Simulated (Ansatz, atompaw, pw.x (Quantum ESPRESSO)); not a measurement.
## Mo: one change to the PAW (atompaw) potential, in the atom and in the fcc crystal

Mo (Z = 42), PAW, made with atompaw 4.2.0.5 (PBE, scalar-relativistic). Core [Kr], reference 4d5 5s1 5p0. Waves: 5s (bound): rc 3.00 bohr; 5s channel at 0.1 Ry: rc 3.00 bohr; 5p (bound, empty): rc 3.00 bohr; 5p channel at 1.4 Ry: rc 3.00 bohr; 4d (bound): rc 3.00 bohr; 4d channel at 2.3 Ry: rc 3.00 bohr; 4f channel at 0.2 Ry: rc 3.00 bohr; 4f channel at 0.75 Ry: rc 3.00 bohr. Local part: bessel scheme, radius 2.85 bohr. Core correction: smooth core density matched at 1.85 bohr. Augmentation charge: besselshape compensation charge, radius 2.20 bohr; PAW radius 3.00 bohr; waves and projectors: custom polynom2 7 10 vanderbiltortho.

Change: augmentation besselshape compensation charge, radius 2.20 bohr; PAW radius 3.00 bohr; waves and projectors: custom rrkj gramschmidtortho.

Cutoffs, loose and tight: the cutoffs (Ry, on a coarse ladder) from which the occupation-weighted sum of valence levels, in a spherical-Bessel basis at the reference potential, stays within 10 and 1 mRy of its value at 400 Ry. They see the waves and projectors alone, not the compensation charge or the core.

Crystal test: fcc Mo in pw.x 7.5, no spin, 14³ k-points, Fermi–Dirac smearing 0.01 Ry, cutoffs set for each file from its atomic test. The reference is all-electron LAPW (Ansatz 0.2.0) with the same functional, mesh and smearing; V0 and B0 come from Birch–Murnaghan fits to the pressures at five volumes. Errors are pseudo minus all-electron; Δ is the rms difference of the E(V) curves that follow from these fits, minima aligned, over ±6 % about the mean V0. Mesh and smearing are coarse, so the numbers serve the comparison and aren't converged zero-temperature values; the lattice is a test structure that the element need not adopt.

All-electron: a0 = 4.005 Å (V0 = 16.06 Å³/atom), B0 = 235.3 GPa.

Question: Does the change bring the crystal closer to the all-electron result?

Answer: The mean pressure error goes from +12.85 to +7.11 GPa, so the change moves the solid closer to the all-electron pressures.

```csv
quantity,base,changed
outcome (atom),generated,generated
"cutoff, loose (atom)",18 Ry,10 Ry
"cutoff, tight (atom)",40 Ry,18 Ry
bound ghosts (atom),none,none
cutoffs in pw.x (Ry),50/500,40/400
a0 (Å),–,4.044
a0 error (%),–,+0.99
B0 error (%),–,-4.7
Δ (meV/atom),–,24.2
mean pressure error (GPa),+12.85,+7.11
```

A dash: not determined, or the minimum lies outside the volumes sampled.

Base: The largest radius (3.00 bohr) exceeds half the bond length (2.67 bohr), so the spheres overlap, which is one possible source of error among others. This is a poor potential for the solid. Changed file: The largest radius (3.00 bohr) exceeds half the bond length (2.67 bohr), so the spheres overlap, which is one possible source of error among others. This is a poor potential for the solid. The atomic cutoffs weigh occupied waves only.
